Zincblende boron nitride (BN), relaxed at each applied pressure. Calculated with Ansatz 0.2.0 using PBEsol, scalar-relativistic plane-wave PAW, no spin polarisation, a 420 eV cutoff and a 12×12×12 k mesh. Phonon frequencies are from linear response, for zone-centre optical modes without the LO–TO term.

| volume per atom (Å³) | applied pressure (GPa) | lowest phonon frequency (cm⁻¹) | dielectric clamped | dielectric relaxed | Born charge first, site B (e) |
| --- | --- | --- | --- | --- | --- |
| 5.27 | 50 | 1191.0 | 4.54 | 6.39 | 1.85 |
| 5.53 | 25 | 1123.9 | 4.58 | 6.61 | 1.87 |
| 5.64 | 16 | 1097.4 | 4.59 | 6.70 | 1.88 |
| 5.77 | 6 | 1066.3 | 4.62 | 6.82 | 1.90 |
| 5.80 | 4 | 1059.8 | 4.62 | 6.85 | 1.90 |
| 5.84 | 1 | 1049.9 | 4.63 | 6.89 | 1.90 |
| 5.86 | 0 | 1046.6 | 4.63 | 6.91 | 1.90 |

Read downwards, the table takes a crystal of boron nitride from 50 GPa back to rest. The volume per atom grows, so each cubic centimetre holds fewer atoms and fewer electrons. A familiar approximation gives every atom or bond a fixed polarisability; in this picture, a less dense crystal must have a lower dielectric constant. Yet the clamped constant, the response of the electrons with the atoms held in place, goes from 4.54 in the top row to 4.63 in the bottom row. The approximation fails in the direction of the trend.

**The top row, 50 GPa.** This row shows the size of the failure. The crystal is 11 % denser than at rest, so fixed polarisabilities would raise the clamped constant from 4.63 to $1+3.63\times1.112\approx5.04$. The Clausius–Mossotti formula, which adds the field of the neighbouring dipoles, gives 5.67 and is further off. The picture suits nitrogen gas at moderate pressure, where compression brings more molecules into the same space and hardly changes each one. In BN, neighbouring atoms share electrons, and compression changes the very bonds that respond to the field.

There is a quick way to recognise the failure. Subtract 1 from the clamped constant and multiply by the volume per atom, which gives the electronic response per atom. If the polarisability were fixed, the product would stay the same on compression, or rise if the field of the neighbouring dipoles is counted. It is $3.63\times5.86\approx21.3$ Å³ at rest and $3.54\times5.27\approx18.7$ Å³ at 50 GPa. The electronic response per atom has fallen by 12 %.

The reason lies in the bonds. An electric field polarises the crystal by mixing empty antibonding states into the filled bonding ones, and this becomes harder as the energy gap between them widens. Shorter bonds couple neighbouring orbitals more strongly and push the two sets of states apart. The same calculations show such a widening: the smallest direct gap found grows by 5.7 % between rest and 50 GPa. PBEsol generally makes gaps too small, which also tends to make the clamped constants too large, so only the relative growth of the gap is used here.

A simple model weighs the two effects against each other. Let $\varepsilon$ be the clamped constant, $V$ the volume per atom, $d$ the bond length and $E$ an average gap between bonding and antibonding states. Theory gives $\varepsilon-1\propto 1/(VE^2)$: more electrons per volume raise the response, and a wider gap lowers it. Couplings between neighbours grow roughly as $1/d^2$, and if $E$ follows them, $E^2\propto V^{-4/3}$. The gap then wins narrowly, and $\varepsilon-1\propto V^{1/3}$.

For the top row, starting from the value at rest, this gives

$$\varepsilon \approx 1+\frac{3.63}{1.112^{1/3}}\approx 4.50 .$$

The calculation has 4.54, a value that does not enter the formula. The model gets the direction right but makes the fall on compression 0.13 instead of 0.09. Such an error is easily made, because the result is a small difference between two large, opposing effects. A likely reason for the overshoot, untested here, is that part of the gap comes from the unequal orbital energies of boron and nitrogen, which need not follow $1/d^2$. The growth of the smallest direct gap, put in the place of $E$, gives 4.61, a fall of only 0.02. Within this model, that single gap widens too little to stand for the average over all bonding and antibonding states.

**The middle rows, 25 to 4 GPa.** The failure does not wait for extreme pressure. At 25 GPa fixed polarisabilities give 4.85, against a computed 4.58. Even at 4 GPa they give 4.67, where the table has 4.62. Correcting the clamped constant for density alone thus shifts it the wrong way here too.

**The last rows, 1 GPa and rest.** Here the clamped constant is the same to the digits printed, and the relaxed constant shows the trend more clearly. It includes the shift of the boron and nitrogen ions in the field. The difference between the two constants, the ionic part, is 2.28 at rest and only 1.85 at 50 GPa. With fixed charges on fixed springs it would have risen to about 2.5, so the same approximation fails again, and by more.

The cause is again a stiffer response. The ionic part varies as $Z^2/(V\omega^2)$, where $Z$ is the Born charge, the charge that a moving ion effectively carries, and $\omega$ is the frequency of boron moving against nitrogen. The table calls it the lowest phonon frequency, but it is the transverse optical mode at the zone centre; the acoustic modes, which lie lower, are left out. The spring constant, proportional to $\omega^2$, is 30 % larger at 50 GPa than at rest, which far outweighs the gain in density. A slightly smaller Born charge adds to the fall. This relation is built into the calculation, so it sorts the contributions and does not test them.

Both parts obey one rule: compression lowers a dielectric constant when the restoring forces grow faster than the density and the effective charges do not grow. In BN the springs between the ions exceed that mark by much more than the electrons do, and the ionic part makes up about four fifths of the fall in the relaxed constant. A compression series for diamond, which has the same network of bonds, would contain only the electronic part, because the two atoms in its cell are equivalent by inversion and so carry no Born charge.
